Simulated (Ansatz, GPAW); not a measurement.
This is a calculation of CaO for Ansatz 0.2.0. The cell is a database's computed one, not the measured one.

Contents of input.yaml:

```yaml
crystal:
  lattice:
    - [0.0, 2.403555696, 2.403555696]
    - [2.403555696, 0.0, 2.403555696]
    - [2.403555696, 2.403555696, 0.0]
  atoms:
    - { symbol: Ca, position: [0.0, 0.0, 0.0] }
    - { symbol: O, position: [0.5, 0.5, 0.5] }
kpoints:
  mp_grid: { grid: [10, 10, 10] }
scf:
  occupations: { method: gaussian, width: 0.028 }
hamiltonian:
  xc: pbe
  pseudopotentials: { kind: all_electron, lapw: { basis_error: 0.001 } }
output:
  forces: true
  stress: true
  eigenvalues: true
```

Potentials or basis: all-electron LAPW, scalar-relativistic.

Run with:

```bash
$ ansatz run input.yaml --threads 1 --pin off --max-ram 3072MiB --backend cpu --events-out ev --progress --plain --runs-dir out
```

What does the same run look like in GPAW 26.7.0 (ASE script)? Potentials or basis there: GPAW PAW data sets (gpaw-data 1.2.1), cutoff 800 eV.

As run (cutoffs and basis follow the program's own potentials, and thresholds, step limits or extra output files can differ):

File run.py:

```python
from ase.dft.bandgap import bandgap
from ase.io import read, write
from ase.units import Bohr, GPa
from gpaw import GPAW, PW
from gpaw.elf import elf_from_dft_calculation

atoms = read('CaO.xyz')

calc = GPAW(mode=PW(800),
            xc='PBE',
            kpts={'size': (10, 10, 10), 'gamma': True},
            occupations={'name': 'methfessel-paxton', 'order': 0, 'width': 0.028000000000000004},
            nbands=16,
            convergence={'density': 1e-05, 'energy': 1e-05},
            maxiter=150,
            txt='gpaw.txt')
atoms.calc = calc
energy = atoms.get_potential_energy()
forces = atoms.get_forces()
stress = atoms.get_stress()
calc.write('gs.gpw')
write('result.traj', atoms)
print(f'Energy: {energy:.6f} eV')
print('Forces (eV/A):')
print(forces.round(4))
print('Stress (GPa):', (stress / GPa).round(3))
print('Fermi level:', round(calc.get_fermi_level(), 4), 'eV')
print(f'Gap: {bandgap(calc)[0]:.4f} eV, direct: {bandgap(calc, direct=True)[0]:.4f} eV')

# fields on the real-space grid
write('density.cube', atoms, data=calc.get_pseudo_density() * Bohr**3)
write('potential.cube', atoms, data=calc.get_electrostatic_potential())
write('elf.cube', atoms, data=elf_from_dft_calculation(calc).data)
```

CaO.xyz

```xyz
2
Lattice="0.0000000000 2.4035556960 2.4035556960 2.4035556960 0.0000000000 2.4035556960 2.4035556960 2.4035556960 0.0000000000" Properties=species:S:1:pos:R:3 pbc="T T T"
Ca     0.0000000000      0.0000000000      0.0000000000
O      2.4035556960      2.4035556960      2.4035556960
```

Potentials or basis: GPAW PAW data sets (gpaw-data 1.2.1), pw.

The run is started by

```sh
$ OMP_NUM_THREADS=1 python run.py
```

Both were run:

|  | Ansatz | GPAW |
| --- | --- | --- |
| Pressure | 1.6 GPa | 2.2 GPa |

Where Ansatz's input types no cutoff or centring, it takes its own default and a Γ-centred mesh.

Pressure is positive in compression.
